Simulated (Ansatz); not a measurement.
**KI at -1 GPa: from Born charge to LO–TO splitting and polaron coupling**

Computed with DFT PBEsol, scalar-relativistic, plane waves, PAW in Ansatz. Plane waves to 420 eV; Γ-centred k mesh 6×6×6; fixed occupations. No spin polarisation. Phonons by linear response, acoustic sum rule imposed.

The cell, relaxed at -1 GPa:
```cif
data_structure
_symmetry_space_group_name_H-M 'Fm-3m'
_symmetry_Int_Tables_number 225
_cell_length_a 7.2569
_cell_length_b 7.2569
_cell_length_c 7.2569
_cell_angle_alpha 90.000
_cell_angle_beta 90.000
_cell_angle_gamma 90.000
_cell_volume 382.16
loop_
_atom_site_label
_atom_site_type_symbol
_atom_site_symmetry_multiplicity
_atom_site_Wyckoff_symbol
_atom_site_fract_x
_atom_site_fract_y
_atom_site_fract_z
_atom_site_occupancy
K1 K 4 a 0.00000 0.00000 0.00000 1
I1 I 4 b 0.50000 0.00000 0.00000 1
```

Spin–orbit coupling is left out, which matters for heavy elements.

Linear response gives ν_TO = 74.2 cm⁻¹, Born charges ±1.167 e (positive on K) and ε∞ = 2.790. The primitive cell holds 95.541 Å³, and the masses are 39.098 and 126.904 amu.

Question: Find ν_LO and the static dielectric constant.

Answer: The long-wave field adds a restoring force: ω_LO² − ω_TO² = Z*²e²/(ε_vac ε∞ μV). In these units ν_LO² − ν_TO² = 4.92064×10⁷ Z*²/(μ V ε∞) cm⁻², with μ = m₁m₂/(m₁ + m₂) = 29.890 amu: 8414 cm⁻². So ν_LO = √(74.2² + 8414) = 118.0 cm⁻¹, and the run gives 118.0. Lyddane–Sachs–Teller then gives ε0 = ε∞ (ν_LO/ν_TO)² = 7.05, against 7.05 in the run (it forms both from the same three quantities, so the match checks the arithmetic only). Between ν_TO and ν_LO the dielectric function is negative and an undamped crystal reflects fully: a reststrahlen band from 84.8 to 134.8 μm.

Question: What do the Clausius–Mossotti polarisability and the Szigeti charge come to?

Answer: With the Lorentz local field, α = (3V/4π)(ε∞ − 1)/(ε∞ + 2) = 8.52 Å³ for the pair, and e_S = 3Z*/(ε∞ + 2) = 0.73 e. The Born charge includes the electrons' response to the dipole's own local field, and e_S takes that enhancement out. The Lorentz field assumes point-like polarisable ions, a fair picture at this small ε∞.

Question: How strongly does a slow electron couple to the LO mode?

Answer: For one isotropic parabolic band, Fröhlich's constant is α_F = (1/ε∞ − 1/ε0) √(m* Ry/ħω_LO), with Ry = 13.606 eV, ħω_LO = 14.6 meV and m* in free-electron masses: α_F = 0.2166 × 30.50 × √m* = 6.61 √m*. The band mass isn't part of this run; for m* = 0.1, 0.3 and 1 it gives 2.09, 3.62, 6.61. In weak coupling the polaron lies α_F ħω_LO below the band edge (53 meV at m* = 0.3) with a mass m*(1 + α_F/6); past α_F of about 5 or 6 that expansion fails. A semilocal functional's ε∞ tends to be too large, which taken alone lowers α_F.

Cost: 1 run of about 0.42 core-minutes, on Intel Xeon 6975P-C (Granite Rapids) (shared hosts).